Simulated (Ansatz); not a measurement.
## Au: a prediction, then the measurements

Level of theory: Ansatz 0.2.0, DFT PBE, scalar-relativistic, plane waves, PAW.

Cutoff 420 eV; k points 18×18×18 on the computed 1-atom cell (Γ-centred); Gaussian smearing, width 0.10 eV; no spin polarisation.

Relaxed structure, symmetry kept:

```cif
data_structure
_symmetry_space_group_name_H-M 'Fm-3m'
_symmetry_Int_Tables_number 225
_cell_length_a 4.1581
_cell_length_b 4.1581
_cell_length_c 4.1581
_cell_angle_alpha 90.000
_cell_angle_beta 90.000
_cell_angle_gamma 90.000
_cell_volume 71.89
loop_
_atom_site_label
_atom_site_type_symbol
_atom_site_symmetry_multiplicity
_atom_site_Wyckoff_symbol
_atom_site_fract_x
_atom_site_fract_y
_atom_site_fract_z
_atom_site_occupancy
Au1 Au 4 a 0.00000 0.00000 0.00000 1
```

- Space group: Fm-3m (No. 225)
- Volume per atom: 17.97 Å³
- Formation energy from the elements' standard states (uncorrected): -0.003 eV/atom
- Kohn–Sham band gap: none (metal)
- Density of states at the Fermi level: 0.29 states/eV per cell
- Löwdin character within 0.5 eV of the Fermi level: Au 6s 44 %, Au 5d 34 %, unprojected 22 %
- Bulk modulus: 141 GPa
- Its pressure derivative: 5.8
- Bader charges (e): Au (1 in the cell) 0.00

Spin-orbit coupling is left out, which matters for the bands of heavy elements.

**Experimental background.**

From “Mechanisms for carbon adsorption on Au(110)-(2*1): A work function analysis”, 2018, arxiv:1805.06931, for a bulk crystal of Au at 298 K: lattice constant a 4.078 Å.

“Exploring toroidal anvil profiles for larger sample volumes above 4 Mbar”, 2024, pmc:11102561 quotes, for a bulk crystal of Au: bulk modulus 167 GPa.

A measured lattice constant a of Au is 4.078 Å (298 K; quoted in the paper above); the calculated 4.158 Å misses it by +2.0 %. The calculation is for 0 K without zero-point motion. Measured bulk modulus of Au: 167 GPa (quoted in the paper above). This calculation gives 141 GPa (-15.5 %).